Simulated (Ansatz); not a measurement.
# AlPt (P2_13): equation of state

The task here is to estimate one member of a computed series from the others.

Computed with Ansatz 0.2.0 (DFT r²SCAN, scalar-relativistic, plane waves, PAW, unless a step's input says otherwise).

## The system as given

It takes space group P2_13 (No. 198, cubic). Conventional cell: a = 4.878 Å, b = 4.878 Å, c = 4.878 Å, α = 90.00°, β = 90.00°, γ = 90.00°. Around Al (site symmetry 3) lie 7 Pt at 2.60 to 2.63 Å. Pt (site symmetry 3) is surrounded by 7 Al at 2.60 to 2.63 Å.

Coordinates:

```cif
data_structure
_symmetry_space_group_name_H-M 'P 1'
_symmetry_Int_Tables_number 1
_cell_length_a 4.8782
_cell_length_b 4.8782
_cell_length_c 4.8782
_cell_angle_alpha 90.000
_cell_angle_beta 90.000
_cell_angle_gamma 90.000
_cell_volume 116.09
loop_
_atom_site_label
_atom_site_type_symbol
_atom_site_fract_x
_atom_site_fract_y
_atom_site_fract_z
_atom_site_occupancy
Al1 Al 0.84414 0.84414 0.84414 1
Al2 Al 0.65586 0.15586 0.34414 1
Al3 Al 0.34414 0.65586 0.15586 1
Al4 Al 0.15586 0.34414 0.65586 1
Pt1 Pt 0.15497 0.15497 0.15497 1
Pt2 Pt 0.34503 0.84503 0.65497 1
Pt3 Pt 0.65497 0.34503 0.84503 1
Pt4 Pt 0.84503 0.65497 0.34503 1
```

This cell comes from an earlier session at r²SCAN: 14.511 Å³/atom at -0.01 GPa, on a 8×8×8 mesh.

Volume factors to run: 0.980, 1.020, 0.960, 1.040.

Set-up of the first run:

input.yaml

```yaml
crystal:
  lattice:
    - [4.8454621705, 0.0, 0.0]
    - [0.0, 4.8454621705, 0.0]
    - [0.0, 0.0, 4.8454621705]
  atoms:
    - { symbol: Al, position: [0.844140561, 0.844140561, 0.844140561] }
    - { symbol: Al, position: [0.655859439, 0.155859439, 0.344140561] }
    - { symbol: Al, position: [0.344140561, 0.655859439, 0.155859439] }
    - { symbol: Al, position: [0.155859439, 0.344140561, 0.655859439] }
    - { symbol: Pt, position: [0.1549655991, 0.1549655991, 0.1549655991] }
    - { symbol: Pt, position: [0.3450344009, 0.8450344009, 0.6549655991] }
    - { symbol: Pt, position: [0.6549655991, 0.3450344009, 0.8450344009] }
    - { symbol: Pt, position: [0.8450344009, 0.6549655991, 0.3450344009] }
basis:
  ecutwfc: 500
  ecutrho_ratio: 4
kpoints:
  mp_grid: { grid: [8, 8, 8] }
hamiltonian:
  xc: r2scan
scf:
  occupations: { method: gaussian, width: 0.05 }
output:
  forces: true
  stress: true
  eigenvalues: true
relax:
  f_tol: 0.01
  max_steps: 40
```

On the command line:

```bash
> ansatz run input.yaml --threads 4 --pin off --max-ram 10240MiB --backend cpu --events-out ev --progress --plain --runs-dir out
```

Steps of the session up to this table: At 0.980 of the relaxed volume; At 1.020 of the relaxed volume; At 0.960 of the relaxed volume; Volume × 1.040.

One table of the session follows, with a row left open; its other results are not shown here.

```
volume (Å³/atom)  energy (meV/atom)  pressure (GPa)
          13.930              15.82            9.12
          14.221                  ?               ?
          14.511               0.00           -0.01
          14.801               3.57           -3.85
          15.091              13.71           -7.26
```

Q: Estimate the row for volume (Å³/atom) = 14.221 from the others.

Worked estimate for «energy (meV/atom)». A straight line through the neighbours (13.930, 15.82) and (14.511, 0.00) gives 15.82 + (0.00 − 15.82) × (14.221 − 13.930) / (14.511 − 13.930) = 7.90; a parabola fitted to 3 rows on both sides gives 4.07.

As computed: energy (meV/atom): 3.79; pressure (GPa): 4.30. In «energy (meV/atom)» the line misses by +4.11 and the parabola by +0.28.

volume (Å³/atom), energy (meV/atom) and a bar:
```
    13.93       15.8 ##############################
    14.22        3.8 #######
    14.51        0.0 
    14.80        3.6 #######
    15.09       13.7 ##########################
```

Limits of these values: Spin–orbit coupling is left out, though the cell holds Pt; in elements this heavy it can shift levels and gaps by tenths of an eV. Warnings in the runs' records: stress scf threshold loose.
